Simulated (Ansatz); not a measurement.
# Deforming As

```yaml
crystal:
  lattice:
    - [1.87975, 1.08527, 3.48577]
    - [-1.87975, 1.08527, 3.48577]
    - [0.00000, -2.17055, 3.48577]
  atoms:
    - { symbol: As, position: [0.22754, 0.22754, 0.22754] }
    - { symbol: As, position: [0.77246, 0.77246, 0.77246] }
```

Atoms are numbered in the order listed.

The conventional cell has a = 3.759 Å, b = 3.759 Å, c = 10.457 Å, α = 90.00°, β = 90.00°, γ = 120.00°. As (atom 1) has 3 As at 2.52 Å as nearest neighbours.

Structure: COD 9009651, as refined from experiment and not relaxed.

The calculation used Ansatz 0.2.0, DFT, PBE, all-electron LAPW, scalar-relativistic.

The runs use a Γ-centred 13×13×13 k mesh, Fermi–Dirac smearing of 0.05 eV, basis error target 1 meV/atom, no spin polarisation.

The unchanged cell is at 3.60 GPa.

In a metal, stresses and small energies carry noise from the k mesh.

x, y and z are the Cartesian axes of the cell as listed; fractional coordinates follow a strain, and an engineering shear is twice the off-diagonal strain component.

With this change (z strained by -4 % at fixed volume), what becomes of the energy and stress and forces?

Energy change +4 meV/atom; stress change (xx, yy, zz, yz, xz, xy) -2.29, -2.29, 1.39, 0.00, 0.00, 0.00 GPa, compression positive; change of the force on As1 (0.000, 0.000, 0.144) eV/Å.
